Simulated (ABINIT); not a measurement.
GaSb:

```
Sb Ga
1.0
    -2.75343    2.75343    1.59071
     2.75343   -2.75343    1.59071
     2.75343    2.75343   -1.59071
Sb Ga
1 1
Direct
  0.00000 0.00000 0.00000
  0.75000 0.25000 0.50000
```

Measurements of this composition are mostly on another form, of space group No. 216.

Base run:

```yaml
Program: ABINIT 10.8.3 (patched build)
Functional: r2SCAN
Potentials_or_basis: JTH PAW PBE v2.0
Cutoff: 544 eV
k_mesh: 10 × 10 × 10
Occupations: fermi-dirac, width 0.05 eV
Spin: no spin polarisation
```

Its results: band gap on the k mesh none (metal or under the smearing width); pressure -1.5 GPa.

Task: The run is repeated on the same cell with these changes: functional from r2SCAN to AM05. What comes out?

Result: Band gap on the k mesh none (metal or under the smearing width); pressure -3.1 GPa.

Caveats: the PAW data sets were made with another functional, which shifts forces and pressure a little; spin-orbit coupling is left out, which moves the levels of the heavy elements.
